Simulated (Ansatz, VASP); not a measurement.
# Cross-check of GeSb2Te4 between VASP and Ansatz

Wanted: the spread between two codes on one cell, functional and k mesh. The cell is taken from a series of runs on this material, whose earlier steps may have relaxed, scaled, displaced or heated it; both programs get it as it stands.

Method: plane waves, with VASP 6.6.1 beside it; single point at HSE06, in Ansatz 0.2.0.

**1. The structure**

Symmetry: R3m, No. 160, trigonal system. The conventional cell has a = 4.396 Å, b = 4.396 Å, c = 42.525 Å, α = 90.00°, β = 90.00°, γ = 120.00°. Ge has 6 Te at 2.89 to 3.38 Å nearest. Sb has 6 Te at 3.04 to 3.24 Å nearest. Nearest to Sb lie 6 Te at 3.06 to 3.20 Å. Te has 3 Ge at 2.89 Å nearest. Nearest to Te lie 3 Sb at 3.04 Å. Te has 6 Sb at 3.20 to 3.24 Å nearest. Farther neighbours and most contacts between anions are not listed.

As a file:

```xyz
7
Lattice="2.1978 1.2689 14.1750 -2.1978 1.2689 14.1750 0.0000 -2.5378 14.1750" Properties=species:S:1:pos:R:3 pbc="T T T"
Ge    0.0000    0.0000   24.3232
Sb    0.0000    0.0000   18.0554
Sb    0.0000    0.0000   42.4373
Te    0.0000    0.0000   37.1261
Te    0.0000    0.0000    5.5561
Te    0.0000    0.0000   30.2163
Te    0.0000    0.0000   12.3859
```

**2. VASP: single point, HSE06**

With cell and atoms fixed, the geometry can't cause a difference; cores, projectors, grids and the points listed under the comparison can.

Lines of VASP's logs that name or quote its potential files are left out, and so is its time.

The run reads the wave functions of an earlier VASP run, which isn't shown here.

INCAR

```
SYSTEM = GeSb2Te4
PREC = Accurate
ENCUT = 410
EDIFF = 1E-06
NELM = 100
ISMEAR = 0
SIGMA = 0.01
LREAL = .FALSE.
ALGO = Normal
LHFCALC = .TRUE.
AEXX = 0.25
GGA = PE
HFSCREEN = 0.208
LASPH = .TRUE.
NBANDS = 31
PRECFOCK = Fast
LORBIT = 11
LWAVE = .FALSE.
LCHARG = .FALSE.
KPAR = 8
NCORE = 2
ISIF = 2
```

POSCAR

```
GeSb2Te4
1.0
    2.1978246823      1.2689146720     14.1750230333
   -2.1978246823      1.2689146720     14.1750230333
    0.0000000000     -2.5378293439     14.1750230333
Ge Sb Te
1 2 4
Direct
    0.5719726596      0.5719726596      0.5719726596
    0.4245814441      0.4245814441      0.4245814441
    0.9979352952      0.9979352952      0.9979352952
    0.8730403013      0.8730403013      0.8730403013
    0.1306541685      0.1306541685      0.1306541685
    0.7105528281      0.7105528281      0.7105528281
    0.2912623033      0.2912623033      0.2912623033
```

KPOINTS

```
Automatic mesh
0
Gamma
4 4 4
0 0 0
```

The projector-augmented-wave data sets are Ge_d, Sb and Te (PBE family, release 64).

Launch:

```bash
mpirun -np 16 vasp_std
```

Numbers of over 12 decimals in the logs are rounded to 6 here.

What it wrote:

```text
[banner, memory and clock lines left out]
running   16 mpi-ranks, on    1 nodes
 distrk:  each k-point on    2 cores,    8 groups
 distr:  one band on    2 cores,    1 groups

 POSCAR found type information on POSCAR GeSbTe
 POSCAR found :  3 types and       7 ions
 LDA part: xc-table for (Slater+PW92), standard interpolation
 found WAVECAR, reading the header
 POSCAR, INCAR and KPOINTS ok, starting setup
 FFT: planning ... GRIDC
 FFT: planning ... GRID_SOFT
 FFT: planning ... GRID
 reading WAVECAR
 the WAVECAR file was read successfully
 initial charge from wavefunction
 entering main loop
       N       E                     dE             d eps       ncg     rms          rms(c)
DAV:   1    -0.317534120122E+02   -0.31753E+02   -0.64500E+00   806   0.157E+01    0.251E+01
DAV:   2    -0.317731629683E+02   -0.19751E-01   -0.16638E-01  1031   0.284E+00    0.165E+01
DAV:   3    -0.317650205084E+02    0.81425E-02   -0.20872E-02   926   0.101E+00    0.106E+01
DAV:   4    -0.317643950374E+02    0.62547E-03   -0.53785E-03   960   0.421E-01    0.647E+00
DAV:   5    -0.317639681614E+02    0.42688E-03   -0.85671E-04   940   0.190E-01    0.386E+00
DAV:   6    -0.317638586989E+02    0.10946E-03   -0.34334E-04   911   0.953E-02    0.230E+00
DAV:   7    -0.317638497313E+02    0.89676E-05   -0.81997E-05   912   0.446E-02    0.138E+00
DAV:   8    -0.317638537633E+02   -0.40320E-05   -0.24728E-05   932   0.233E-02    0.834E-01
DAV:   9    -0.317638602712E+02   -0.65079E-05   -0.72883E-06   939   0.122E-02    0.499E-01
DAV:  10    -0.317638651239E+02   -0.48527E-05   -0.15252E-06   609   0.759E-03    0.299E-01
DAV:  11    -0.317638686936E+02   -0.35696E-05   -0.94424E-07   529   0.552E-03    0.178E-01
DAV:  12    -0.317638709297E+02   -0.22361E-05   -0.24677E-07   466   0.337E-03    0.106E-01
DAV:  13    -0.317638723078E+02   -0.13781E-05   -0.99213E-08   459   0.220E-03    0.637E-02
DAV:  14    -0.317638731477E+02   -0.83987E-06   -0.58931E-08   452   0.159E-03
   1 F= -.31763873E+02 E0= -.31763873E+02  d E =-.239590E-12
```

OUTCAR, selected parts (step 2):

```text
ion  position               nearest neighbor table
   1  0.572  0.572  0.572-   4 2.89   4 2.89   4 2.89
   2  0.425  0.425  0.425-   5 3.04   5 3.04   5 3.04   6 3.24   6 3.24   6 3.24
   3  0.998  0.998  0.998-   7 3.06   7 3.06   7 3.06   6 3.20   6 3.20   6 3.20
   4  0.873  0.873  0.873-   1 2.89   1 2.89   1 2.89
   5  0.131  0.131  0.131-   2 3.04   2 3.04   2 3.04
   6  0.711  0.711  0.711-   3 3.20   3 3.20   3 3.20   2 3.24   2 3.24   2 3.24
   7  0.291  0.291  0.291-   3 3.06   3 3.06   3 3.06

  LATTYP: Found a trigonal (rhomboedric) cell.
 ALAT       =    14.4004116529
 COS(alpha) =     0.9534128359

 Subroutine GETGRP returns: Found  6 space group operations
 (whereof  6 operations were pure point group operations)

The static configuration has the point symmetry C_3v.

 Found     13 irreducible k-points:

   k-points           NKPTS =     13   k-points in BZ     NKDIM =     64   number of bands    NBANDS=     31

   dimension x,y,z NGX =    96 NGY =   96 NGZ =   96
   dimension x,y,z NGXF=   192 NGYF=  192 NGZF=  192

   ENCUT  =  410.0 eV  30.13 Ry    5.49 a.u.  23.78 23.78 23.78*2*pi/ulx,y,z

   NELECT =      48.0000    total number of electrons

 k-points in reciprocal lattice and weights: Automatic mesh
   0.00000000  0.00000000  0.00000000       0.016
   0.25000000  0.00000000  0.00000000       0.094
   0.50000000  0.00000000  0.00000000       0.047
   0.25000000  0.25000000  0.00000000       0.094
   0.50000000  0.25000000 -0.00000000       0.188
  -0.25000000  0.25000000  0.00000000       0.094
   0.50000000  0.50000000  0.00000000       0.047
   0.25000000  0.25000000  0.25000000       0.031
   0.50000000  0.25000000  0.25000000       0.094
  -0.25000000  0.25000000  0.25000000       0.094
   0.50000000  0.50000000  0.25000000       0.094
  -0.25000000  0.50000000  0.25000000       0.094
   0.50000000  0.50000000  0.50000000       0.016

  exchange ACFDT corr.  =         0.00000000  see jH, gK, PRB 81, 115126

 average (electrostatic) potential at core
       1 -67.1840       2 -84.6849       3 -84.7003       4 -85.0994       5 -85.6929
       6 -85.4016       7 -85.7099

 E-fermi :   4.9262

 k-point     1 :       0.0000    0.0000    0.0000
  band No.  band energies     occupation
    ...
     20       3.4705      2.00000
     21       3.4927      2.00000
     22       3.4927      2.00000
     23       3.8949      2.00000
     24       4.8391      2.00000
     25       5.3574      0.00000
     26       5.6686      0.00000
     27       5.6686      0.00000
     28       6.6054      0.00000
     29       6.6972      0.00000
    ...

 k-point     2 :       0.2500    0.0000    0.0000
  band No.  band energies     occupation
    ...
     20       2.9041      2.00000
     21       3.1855      2.00000
     22       3.5548      2.00000
     23       4.1674      2.00000
     24       4.4856      2.00000
     25       6.0267      0.00000
     26       6.2584      0.00000
     27       6.6540      0.00000
     28       7.1909      0.00000
     29       7.5577      0.00000
    ...

 k-point     3 :       0.5000    0.0000    0.0000
  band No.  band energies     occupation
    ...
     20       2.4663      2.00000
     21       3.1941      2.00000
     22       3.3097      2.00000
     23       3.5525      2.00000
     24       3.9376      2.00000
     25       6.0681      0.00000
     26       6.3405      0.00000
     27       6.5018      0.00000
     28       7.2193      0.00000
     29       7.8557      0.00000
    ...

  Total       -5.9048942     -5.9048942     -3.7139829      0.0000000     -0.0000000      0.0000000
  in kB      -39.8861591    -39.8861591    -25.0870733      0.0000000     -0.0000000      0.0000000
  external PRESSURE =     -34.9531305 kB  Pullay stress =       0.0000000 kB

  energy-cutoff  :      410.00
  volume of cell :      237.19
      direct lattice vectors                 reciprocal lattice vectors
     2.197824682  1.268914672 14.175023033     0.227497673  0.131345843  0.023515541
    -2.197824682  1.268914672 14.175023033    -0.227497673  0.131345843  0.023515541
     0.000000000 -2.537829344 14.175023033     0.000000000 -0.262691685  0.023515541

 POSITION                                       TOTAL-FORCE (eV/Angst)
 -----------------------------------------------------------------------------------
      0.00000      0.00000     24.32318         0.000000     -0.000000     -0.274312
      0.00000      0.00000     18.05536         0.000000      0.000000      0.200788
      0.00000      0.00000     42.43727         0.000000     -0.000000     -0.193102
      0.00000      0.00000     37.12610         0.000000      0.000000      0.308314
      0.00000      0.00000      5.55608         0.000000     -0.000000     -0.402569
      0.00000      0.00000     30.21631         0.000000     -0.000000     -0.049689
      0.00000      0.00000     12.38595         0.000000      0.000000      0.410570
 -----------------------------------------------------------------------------------
    total drift:                                0.000002     -0.000002      0.001132

  FREE ENERGIE OF THE ION-ELECTRON SYSTEM (eV)
  ---------------------------------------------------
  free  energy   TOTEN  =       -31.7638731477 eV

  energy  without entropy=      -31.7638731477  energy(sigma->0) =      -31.76387315

 total charge
# of ion       s       p       d       tot
------------------------------------------
    1        1.320   0.755   9.999  12.075
    2        1.325   1.036   0.048   2.410
    3        1.331   1.028   0.049   2.407
    4        1.350   2.047   0.021   3.418
    5        1.370   1.991   0.023   3.384
    6        1.352   2.059   0.025   3.437
    7        1.359   2.014   0.029   3.402
--------------------------------------------------
tot          9.407  10.930  10.196  30.533

[... 3 further parts left out ...]
```

The run ends at a pressure of -3.50 GPa, with forces up to 0.41 eV/Å.

(Continued in part 2 of 2.)

[Lines on the potential files, build, host, timing and source positions are cut from VASP's logs without a mark.]

[Logs are printed without paths, hosts, clocks, repeated set-up lines and the standing remarks that a program may print on its own settings, such as how far it seeks lower states.]

[Hosts, paths, dates, database ids (printed as entryN), source tags and the programs' standing remarks are cut or masked in the printed files.]
